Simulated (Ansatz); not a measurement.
A (001) slab of relaxed bulk SrO (Fm-3m, 17.52 Å³/atom, gap on the mesh 3.33 eV), 3 planes in a 4×1 cell with the lowest 1 held; added atoms sit on lattice sites of the next plane. A dipole correction is on. The surface energy is the mean of the held and the free face; step energies are per length and the mean of the stripe's two steps, which run along the shortest translation of the plane; step and island energies count from the flat slab and bulk atoms.

Method: Ansatz 0.2.0, DFT PBE, scalar-relativistic, plane waves, PAW.

Cutoff 420 eV, Gaussian smearing of 0.05 eV, energies at zero smearing, symmetry of each start kept, no spin polarisation.

```csv
start,atoms,k mesh,surface energy (J/m²),gap on the mesh (eV),step energy (meV/Å)
flat slab,24,2×6×1,0.52,2.34,-
stripe of 4 atoms,28,2×6×1,-,0.22,283
```

Cost: 2 runs of about 37 core-minutes in all, on Arm Neoverse V2 (shared hosts).